## The finding

PBE makes indium antimonide a semimetal with zero gap in all but the most compressed cells, and the smooth pressure curve hardly shows it. The three most compressed cells have a gap; the other nine have none. All cells are held in the zinc-blende structure, which real InSb leaves at a few GPa, so the cells with a gap are not its stable form. Real InSb, at roughly 34 Å³ per atom, keeps a gap of roughly 0.2 eV (both rough recalled values), yet the cell at 34.224 Å³ per atom has already lost it.

Zinc-blende InSb computed in Ansatz 0.2.0 with PBE, PAW and plane waves to 420 eV, without spin polarisation or spin–orbit coupling. The fixed cells are the r2SCAN structure scaled uniformly; the k mesh is 6×6×6 and includes Γ, with Fermi–Dirac smearing of 0.02 eV. Pressure is positive in compression.

```
volume (Å³/atom)  shortest distance (Å)  pressure (GPa)
          31.206                  2.727           8.420
          31.480                  2.734           7.790
          32.192                  2.755           6.260
          33.873                  2.802           3.390
          34.224                  2.812           2.860
          35.272                  2.840           1.450
          36.341                  2.869           0.230
          36.807                  2.881          -0.240
          37.431                  2.897          -0.810
          38.542                  2.925          -1.700
          39.676                  2.954          -2.450
          41.335                  2.994          -3.320
```

## Two levels that change places

The gap is decided at the centre of the Brillouin zone, the point Γ. The valence top there is a triplet of p-like states, and above it lies an s-like singlet that is antibonding between neighbouring atoms. The overlap of the s states on neighbouring atoms holds this singlet up. Stretching the bonds weakens the overlap, so the singlet sinks towards the triplet and finally below it.

The computed levels show this exchange. At 32.192 Å³ per atom the singlet lies 0.12 eV above the triplet; at 38.542 it lies 0.88 eV below. Interpolation between these two cells, linear in the logarithm of the volume, puts the crossing near 32.9.

Once below, the singlet takes two electrons. Only four remain for the triplet, which has room for six. A partly filled triplet has no gap between its filled and empty places, so the gap is exactly zero by symmetry, however far the volume increases within this series.

## How the numbers give it away

The first sign is the position of the Fermi level. In all nine gapless cells it lies where the triplet is two thirds filled, just as four electrons in six places require. The fraction is this exact because Γ is the only mesh point with levels so close to the Fermi level; a denser mesh could shift it.

The second sign is in the pressures. Take the stiffness between neighbouring rows, the drop in pressure divided by the increase in the logarithm of volume. It falls from 68 to 56 GPa on reaching the interval that contains the crossing, but only to 51 GPa in the next, with the midpoints of these intervals 1.2 and then 1.0 Å³ per atom apart. A smooth curve would also fall somewhat more in the first step than in the second, so this is a hint rather than a proof. It suggests that the pressure has dropped too little across the crossing, as if a small outward push had been switched on.

## The size of the push

The push arises because the two transferred electrons now sit in a level that sinks, measured from the triplet, as the crystal expands. Let $D$ be the energy of the singlet minus that of the triplet, and $V$ the volume per atom. The k mesh has $6^3=216$ points, so Γ counts with weight 1/216. Moving two electrons there changes the energy of the two-atom cell by $2D/216$, and pressure is minus the derivative of energy with respect to cell volume:

$$\Delta P=-\frac{2}{216}\,\frac{1}{2V}\,\frac{dD}{d\ln V}.$$

The two cells quoted above give a slope $dD/d\ln V$ of $-5.58$ eV. For the first gapless cell, with 1 eV/Å³ equal to 160.2 GPa,

$$\Delta P=\frac{2}{216}\times\frac{5.58}{2\times33.873}\times160.2\approx0.12\ \text{GPa}.$$

This estimate uses energy levels and no pressures. To test it, I fitted all twelve pressures by least squares with a three-constant Birch–Murnaghan curve plus this push times a free factor. The factor came out as 1.19 ± 0.13, where 1 would be perfect agreement. Part of the excess is expected, because the slope used is an average over a wide range: the gaps at 31.480 and 32.192 Å³ per atom give a steeper $-5.93$ eV next to the crossing. The typical miss was 0.006 GPa, against 0.015 GPa for a smooth curve with the same number of constants.

## Two different faults

The sudden push is very probably a fault of the mesh. On a very fine mesh the levels would change places only at Γ itself. Around it the singlet mixes with the triplet states, so the filled states would change character gradually, over a region that grows with the volume, and the pressure would follow smoothly. Here one point stands for a whole block of the zone and switches at once. A run with a denser mesh would test this reading.

The gap lost near the real volume is a fault of the functional. PBE generally makes semiconductor gaps too small, and in InSb the gap is small enough for this error to reverse the level order. Spin–orbit coupling, left out here, would not rescue it: it raises the valence top by roughly 0.3 eV and would nearly close even the largest gap in the series. Not every zero gap here is false, though. At the slope found above, a true gap of roughly 0.2 eV would close after roughly 4% of expansion in volume, near 35 Å³ per atom, so real InSb stretched to the volumes of most of the larger cells would be expected to lose its gap too. The clearly false zeros are those near the real volume. PBE brings the crossing on too early.

PBE also makes the crystal too large, which carries it further into the wrong order. The cell at 35.272 Å³ per atom is the unstrained r2SCAN structure, and PBE still finds it under 1.45 GPa. Its own pressure vanishes near 36.6, about 4% above the r2SCAN cell in volume and roughly 7 to 8% above the real crystal. Measured against a curve without the transfer, the push at Γ accounts for only about 0.1 Å³ per atom of the PBE volume; how far a denser mesh would move this volume was not tested.

## A rule for use

Before fitting one equation of state to a small-gap crystal, compare the order and filling of the levels in every cell at the k point where the gap is smallest, here Γ. If they change, refine the mesh before trusting the stiffness near the change. A finer mesh can smooth the pressure, but the gap needs a better functional together with spin–orbit coupling.
